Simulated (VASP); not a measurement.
# GaAs (F-43m) in VASP: settings compared

Aim: see how the results for GaAs move with the level of theory and the settings. Levels: PBE, LDA. Tasks: evGW0 quasiparticle levels, elastic constants, band structure.

Everything below comes from runs of VASP 6.6.1. Logs are shortened: lines on timing, memory, paths and dates and some standing lists are left out, and cuts for length are marked.

**Experimental background.**

From “Evidence of valence band perturbations in GaAsN/GaAs(001): A combined variable-angle spectroscopic ellipsometry and modulated photoreflectance investigation”, 2008, arxiv:0805.2212, for a bulk crystal of GaAs at 300 K: band gap 1.418 ± 0.005 eV (direct).

How close the calculation comes is told below.

## Step 1: Starting point

Symmetry: F-43m, No. 216, cubic system. The conventional cell has a = 5.663 Å, b = 5.663 Å, c = 5.663 Å, α = 90.00°, β = 90.00°, γ = 90.00°. Ga (site symmetry -43m) has 4 As at 2.45 Å as nearest neighbours. Around As (site symmetry -43m) lie 4 Ga at 2.45 Å.

## Step 2: EvGW0 quasiparticle levels, PBE

Input file POSCAR:

```
GaAs                                    
1.0
    0.0000000000      2.8313993252      2.8313993252
    2.8313993252      0.0000000000      2.8313993252
    2.8313993252      2.8313993252      0.0000000000
  Ga              As            
     1     1
Direct
     0.0000000000000000    0.0000000000000000    0.0000000000000000
     0.2500000000000000    0.2500000000000000    0.2500000000000000
```

Input file INCAR.step1:

```
PREC = Accurate
ENCUT = 500
EDIFF = 1E-8
ISMEAR = 0
SIGMA = 0.01
LREAL = F
LASPH = T
NELM = 80
ALGO = Fast
LWAVE = T
LCHARG = F
GGA = PE
KPAR = 4
```

Input file INCAR.step2:

```
PREC = Accurate
ENCUT = 500
EDIFF = 1E-8
ISMEAR = 0
SIGMA = 0.01
LREAL = F
LASPH = T
NELM = 1
ALGO = Exact
LWAVE = T
LCHARG = F
GGA = PE
KPAR = 4
NBANDS = 178
LOPTICS = T
ISTART = 1
```

Input file INCAR.step3:

```
PREC = Accurate
ENCUT = 500
EDIFF = 1E-8
ISMEAR = 0
SIGMA = 0.01
LREAL = F
LASPH = T
ALGO = EVGW0
LWAVE = F
LCHARG = F
GGA = PE
KPAR = 4
NELMGW = 4
NBANDS = 178
ENCUTGW = 150
NOMEGA = 48
PRECFOCK = Fast
ISTART = 1
NBANDSGW = 17
```

Input file KPOINTS:

```
Automatic mesh
0
Gamma
  4 4 4
```

Potentials or basis: VASP PAW PBE potentials, release 64 (Ga_d_GW, As_GW).

On the command line:

```bash
> cat potpaw_PBE.64/Ga_d_GW/POTCAR potpaw_PBE.64/As_GW/POTCAR > POTCAR
> cp INCAR.step1 INCAR
> mpirun -np 4 vasp_std > vasp.out
> cp INCAR.step2 INCAR
> mpirun -np 4 vasp_std > vasp.out
> cp INCAR.step3 INCAR
> mpirun -np 4 vasp_std > vasp.out
```

OUTCAR:

```text
PREC = Accurate
   ENCUT = 500
   EDIFF = 1E-8
   ISMEAR = 0
   LREAL = F
   LASPH = T
   GGA = PE
   NELMGW = 4
   ENCUTGW = 150
   PRECFOCK = Fast
   ISTART = 1

 ion  position               nearest neighbor table
   1  0.000  0.000  0.000-   2 2.45   2 2.45   2 2.45   2 2.45
   2  0.250  0.250  0.250-   1 2.45   1 2.45   1 2.45   1 2.45

  LATTYP: Found a face centered cubic cell.
 ALAT       =     5.6627986504

  Lattice vectors:

 A1 = (   0.0000000000,   2.8313993252,   2.8313993252)
 A2 = (   2.8313993252,   0.0000000000,   2.8313993252)
 A3 = (   2.8313993252,   2.8313993252,   0.0000000000)

Analysis of symmetry for initial positions (statically):
=====================================================================
 Subroutine PRICEL returns:
 Original cell was already a primitive cell.

 Routine SETGRP: Setting up the symmetry group for a
 face centered cubic supercell.

 Subroutine GETGRP returns: Found 24 space group operations
 (whereof 24 operations were pure point group operations)
 out of a pool of 48 trial point group operations.

The static configuration has the point symmetry T_d .

Analysis of symmetry for dynamics (positions and initial velocities):
=====================================================================
 Subroutine PRICEL returns:
 Original cell was already a primitive cell.

 Routine SETGRP: Setting up the symmetry group for a
 face centered cubic supercell.

 Subroutine GETGRP returns: Found 24 space group operations
 (whereof 24 operations were pure point group operations)
 out of a pool of 48 trial point group operations.

The dynamic configuration has the point symmetry T_d .

 Subroutine INISYM returns: Found 24 space group operations
 (whereof 24 operations are pure point group operations),
 and found     1 'primitive' translations

----------------------------------------------------------------------------------------

                                     Primitive cell

  volume of cell :      45.3976

  direct lattice vectors                    reciprocal lattice vectors
     0.000000000  2.831399325  2.831399325    -0.176591128  0.176591128  0.176591128
     2.831399325  0.000000000  2.831399325     0.176591128 -0.176591128  0.176591128
     2.831399325  2.831399325  0.000000000     0.176591128  0.176591128 -0.176591128

  length of vectors
     4.004203326  4.004203326  4.004203326     0.305864805  0.305864805  0.305864805

  position of ions in fractional coordinates (direct lattice)
     0.000000000  0.000000000  0.000000000
     0.250000000  0.250000000  0.250000000

  ion indices of the primitive-cell ions
   primitive index   ion index
                 1           1
                 2           2

----------------------------------------------------------------------------------------

 KPOINTS: Automatic mesh

Automatic generation of k-mesh.
 Grid dimensions read from file:
 generate k-points for:    4    4    4

 Generating k-lattice:

  Cartesian coordinates                     Fractional coordinates (reciprocal lattice)
    -0.044147782  0.044147782  0.044147782     0.250000000  0.000000000  0.000000000
     0.044147782 -0.044147782  0.044147782     0.000000000  0.250000000  0.000000000
     0.044147782  0.044147782 -0.044147782     0.000000000  0.000000000  0.250000000

  Length of vectors
     0.076466201  0.076466201  0.076466201

  Shift w.r.t. Gamma in fractional coordinates (k-lattice)
     0.000000000  0.000000000  0.000000000

 Subroutine IBZKPT returns following result:
 ===========================================

 Found      8 irreducible k-points:

 Following reciprocal coordinates:
            Coordinates               Weight
  0.000000  0.000000  0.000000      1.000000
  0.250000  0.000000  0.000000      8.000000
  0.500000  0.000000  0.000000      4.000000
  0.250000  0.250000  0.000000      6.000000
  0.500000  0.250000  0.000000     24.000000
 -0.250000  0.250000  0.000000     12.000000
  0.500000  0.500000  0.000000      3.000000
 -0.250000  0.500000  0.250000      6.000000
   k-points           NKPTS =      8   k-points in BZ     NKDIM =     64   number of bands    NBANDS=    178
   number of dos      NEDOS =    301   number of ions     NIONS =      2
   total plane-waves  NPLWV =  27000
   dimension x,y,z NGX =    30 NGY =   30 NGZ =   30
   dimension x,y,z NGXF=    60 NGYF=   60 NGZF=   60
   ions per type =               1   1
   NGX,Y,Z   is equivalent  to a cutoff of  12.46, 12.46, 12.46 a.u.
   NGXF,Y,Z  is equivalent  to a cutoff of  24.91, 24.91, 24.91 a.u.
 SYSTEM =  unknown system
   PREC   = accura    normal or accurate (medium, high low for compatibility)
   ISTART =      1    job   : 0-new  1-cont  2-samecut
   ICHARG =      0    charge: 1-file 2-atom 10-const
   ISPIN  =      1    spin polarized calculation?
   LNONCOLLINEAR =      F non collinear calculations
   LSORBIT =      F    spin-orbit coupling
   LASPH  =      T    aspherical Exc in radial PAW
   ENCUT  =  500.0 eV  36.75 Ry    6.06 a.u.   7.30  7.30  7.30*2*pi/ulx,y,z
   NELM   =     60;   NELMIN=  2; NELMDL=  0     # of ELM steps
   EDIFF  = 0.1E-07   stopping-criterion for ELM
   LREAL  =      F    real-space projection
   EDIFFG = 0.1E-06   stopping-criterion for IOM
   NSW    =      0    number of steps for IOM
   IBRION =     -1    ionic relax: 0-MD 1-quasi-New 2-CG
   NFREE  =      0    steps in history (QN), initial steepest desc. (CG)
   ISIF   =      0    stress and relaxation
   ISYM   =      3    0-nonsym 1-usesym 2-fastsym
   POTIM  = 0.5000    time-step for ionic-motion
   TEBEG  =    0.0;   TEEND  =   0.0 temperature during run
   PSTRESS=    0.0 pullay stress
   NELECT =      18.0000    total number of electrons
   NUPDOWN=      -1.0000    fix difference up-down
   EMIN   =  10.00;   EMAX   =-10.00  energy-range for DOS
   EFERMI =   0.00;   METHOD = LEGACY
   ISMEAR =     0;   SIGMA  =   0.01  broadening in eV -4-tet -1-fermi 0-gaus
   EFERMI_NEDOS =   21; number of points for ismear=-14 and -15
   IALGO  =     38    algorithm
   IMIX   =      4    mixing-type and parameters
     AMIX     =   0.40;   BMIX     =  1.00
     AMIX_MAG =   1.60;   BMIX_MAG =  1.00
  volume/ion in A,a.u.               =      22.70       153.18
  Fermi-wavevector in a.u.,A,eV,Ry     =   1.202692  2.272759 19.680404  1.446469
  Thomas-Fermi vector in A             =   2.338467
   LORBIT       =      0    0 simple, 1 ext, 2 COOP (PROOUT), +10 PAW based schemes
   GGA     = PE    functional components
   LHFCALC =     T    Hartree Fock is set to
   PRECFOCK=fast      Normal, Fast or Accurate (Low or Medium for compatibility)
   ENCUT4O =  -1.0   cutoff for four orbital integrals eV
   NKREDX  =     1    reduce k-point grid by
   NKREDY  =     1    reduce k-point grid by
   NKREDZ  =     1    reduce k-point grid by
   AEXX    =    1.0000 exact exchange contribution
   HFSCREEN=    0.0000 screening length (either q_TF or 0.3 A-1)
   HFSCREENC=   0.0000 screening length for correlation (either q_TF or 0.3 A-1)
   ENCUTFOCK=  -1.0 apply spherical cutoff to Coloumb kernel
   IVDW    =     0    specifies the selected vdW correction
   LEPSILON=     F    determine dielectric tensor
   LRPA    =     F    only Hartree local field effects (RPA)
   LRPAFORCE           =     F    calculate RPA forces
   ENCUTGW             = 150.0    cutoff for response function in eV
   ENCUTGWSOFT         = 120.0    soft cutoff for Coulomb kernel in GW response function in eV
   ENCUTLF             =  -1.0    cutoff for local field effects
   NELMGW              =     4    number of iterations in solving QP/BSE equation
   NELMHF              =     1    number of iterations in the inner HF iteration
   NKREDLFX            =     1    NKREDLFY  =   1   NKREDLFZ  =   1
 non-spin polarized calculation
 Gauss-broadening in eV      SIGMA  =   0.01
  energy-cutoff  :      500.00
  volume of cell :       45.40
 maximum number of plane-waves:      1174
 NGX is ok and might be reduce to    30
  NGX = 18; NGY = 18; NGZ = 18
   NGX = 15   NGY = 15   NGZ = 15
 maximum number of plane-waves:       200
 NGX is ok and might be reduce to    18

 QP shifts <psi_nk| G(iteration)W_0 |psi_nk>: iteration 1
 for sc-GW calculations column KS-energies equals QP-energies in previous step
 and V_xc(KS)=  KS-energies - (<T + V_ion + V_H > + <T+V_H+V_ion>^1  + <V_x>^1)

 k-point   1 :       0.0000    0.0000    0.0000
  band No.  KS-energies  QP-energies   sigma(KS)   V_xc(KS)     V^pw_x(r,r')   Z            occupation Imag(sigma)

      1     -10.9992     -13.2400     -25.0433     -21.7126     -35.0678       0.6727       2.0000       0.1851
      2     -10.9992     -13.2400     -25.0433     -21.7126     -35.0678       0.6727       2.0000       0.1851
      3     -10.9992     -13.2400     -25.0433     -21.7126     -35.0678       0.6727       2.0000       0.1851
      4     -10.9228     -13.1840     -25.1658     -21.8118     -35.1670       0.6742       2.0000       0.1542
      5     -10.9228     -13.1840     -25.1658     -21.8118     -35.1670       0.6742       2.0000       0.1542
      6      -8.8429      -9.2848     -11.8221     -11.1281     -18.0849       0.6367       2.0000       0.8614
[... 9 lines left out ...]
     16      13.9136      13.8132      -9.9316      -9.7969      -4.4890       0.7448       0.0000      -0.3220
     17      15.3565      15.1303      -7.9869      -7.6867      -2.2127       0.7534       0.0000      -0.4275

 k-point   2 :       0.2500    0.0000    0.0000
  band No.  KS-energies  QP-energies   sigma(KS)   V_xc(KS)     V^pw_x(r,r')   Z            occupation Imag(sigma)

      1     -11.0399     -13.2359     -24.7653     -21.4952     -34.7390       0.6715       2.0000       0.1996
      2     -10.9884     -13.2327     -25.0680     -21.7343     -35.0953       0.6732       2.0000       0.1837
      3     -10.9884     -13.2327     -25.0680     -21.7343     -35.0953       0.6732       2.0000       0.1837
      4     -10.9224     -13.1864     -25.1651     -21.8127     -35.1696       0.6753       2.0000       0.1544
      5     -10.9224     -13.1864     -25.1651     -21.8127     -35.1696       0.6753       2.0000       0.1544
      6      -8.1550      -8.6374     -12.2253     -11.4946     -18.2948       0.6603       2.0000       0.8208
[... 9 lines left out ...]
     16      12.8331      12.6684      -9.2661      -9.0475      -3.9687       0.7534       0.0000      -0.2964
     17      15.7319      15.6168      -8.8196      -8.6664      -2.8224       0.7513       0.0000      -0.4999

 k-point   3 :       0.5000    0.0000    0.0000
  band No.  KS-energies  QP-energies   sigma(KS)   V_xc(KS)     V^pw_x(r,r')   Z            occupation Imag(sigma)
[... 595 lines left out ...]
      1     -14.1865     -14.2577     -24.5140      10.2209     -34.4929       0.6681       2.0000       0.2335
      2     -14.1615     -14.2161     -25.1075      10.8650     -35.2030       0.6737       2.0000       0.1852
      3     -14.1615     -14.2161     -25.1075      10.8650     -35.2030       0.6737       2.0000       0.1852
      4     -14.1207     -14.2285     -25.0689      10.7889     -35.0664       0.6767       2.0000       0.1415
      5     -14.1269     -14.2001     -25.1628      10.9277     -35.2037       0.6767       2.0000       0.1430
      6      -7.0025      -7.0159     -13.0047       5.9827     -18.4634       0.6868       2.0000       0.6371
[... 9 lines left out ...]
     16      16.9536      16.9525     -10.0571      27.0092      -4.0773       0.7470       0.0000      -0.5566
     17      16.9536      16.9525     -10.0571      27.0092      -4.0773       0.7470       0.0000      -0.5566

 k-point   8 :      -0.2500    0.5000    0.2500
  band No. old QP-enery  QP-energies   sigma(KS)   T+V_ion+V_H  V^pw_x(r,r')   Z            occupation Imag(sigma)

      1     -14.1697     -14.2409     -24.5216      10.2456     -34.5042       0.6705       2.0000       0.2388
      2     -14.1584     -14.2296     -25.0710      10.8070     -35.1513       0.6742       2.0000       0.1803
      3     -14.1477     -14.2196     -25.0861      10.8320     -35.1601       0.6756       2.0000       0.1828
      4     -14.1427     -14.2163     -25.1117      10.8596     -35.1473       0.6732       2.0000       0.1428
      5     -14.1333     -14.2069     -25.1400      10.8975     -35.1741       0.6746       2.0000       0.1411
      6      -6.9496      -6.9630     -13.1240       6.1549     -18.5873       0.6878       2.0000       0.6280
[... 9 lines left out ...]
     16      17.0049      17.0038      -9.5702      26.5736      -3.3961       0.7478       0.0000      -0.6276
     17      17.4289      17.4278     -10.0059      27.4333      -3.5771       0.7394       0.0000      -0.6355
```

Wall time 3.2 min (4 MPI ranks of AMD EPYC 9R45 (Zen 5), shared host); peak memory 0.41 GiB.

Results:

```yaml
Band_gap_on_the_k_mesh_mean-field_level: 0.46 eV, direct
Quasiparticle_gap: 1.48 eV
Least_direct_quasiparticle_gap: 1.48 eV
```

Levels at points of the mesh, in eV from the valence-band top:
```tsv
k point	band 6	band 7	band 8	band 9	band 10	band 11	band 12	band 13
(0.00, 0.00, 0.00)	-12.69	0.00	0.00	0.00	0.46	3.69	3.69	3.69
(0.50, 0.00, 0.00)	-10.94	-6.63	-1.14	-1.14	0.96	4.60	4.60	7.73
(0.50, 0.50, 0.00)	-10.20	-6.82	-2.67	-2.67	1.44	1.64	10.10	10.18
```

Quasiparticle gap after each update of the energies (eV): 1.36, 1.46, 1.48, 1.48

Caveat: the k mesh is coarse (spacing up to 0.48 Å⁻¹), so the values aren't converged; bands, screening cutoff and mesh are small and nothing is extrapolated, so the quasiparticle values aren't converged.

(Part 1 of 2 ends here.)
